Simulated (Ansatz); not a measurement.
CoPt:
Space group P4/mmm (No. 123); a = 2.676 Å, b = 2.676 Å, c = 3.730 Å, α = 90.00°, β = 90.00°, γ = 90.00°

| atom | site | symmetry | x | y | z |
|---|---|---|---|---|---|
| Pt | 1d | 4/mmm | 0.5000 | 0.5000 | 0.5000 |
| Co | 1a | 4/mmm | 0.0000 | 0.0000 | 0.0000 |
The run is spin-polarised.

Relaxed at zero pressure with r²SCAN (plane waves, PAW; program Ansatz).

Task: The volume is raised by 9 % and shape and atoms relax at that volume. What pressure results, and how do the axes share the change?

Result: -15.7 GPa; a 2.7 %, b 2.7 %, c 3.3 %; the energy rises by 65 meV/atom.

Task: Give the new structure.

Result: 
Space group P4/mmm (No. 123); a = 2.7481 Å, b = 2.7481 Å, c = 3.8549 Å, α = 90.00°, β = 90.00°, γ = 90.00°

```tsv
atom	site	symmetry	x	y	z
Pt	1d	4/mmm	0.5000	0.5000	0.5000
Co	1a	4/mmm	0.0000	0.0000	0.0000
```

The phase is kept; no other phase was compared at this pressure.

The r²SCAN relaxation kept the symmetry of its start. Spin order of the final state: ferromagnetic, chosen from 5 collinear starts compared on coarse meshes (ties went to the first, and starts can fall back to one state), not a proven ground state. Textbook magnetic order: ferromagnetic. Other orbital occupations within this spin state were not tried. Axis ratios of metals converge slowly with the k-mesh, so a and c are less sure than the volume. Spin–orbit coupling is left out wherever it is not named.

Potentials: the later of the program's two PAW sets.
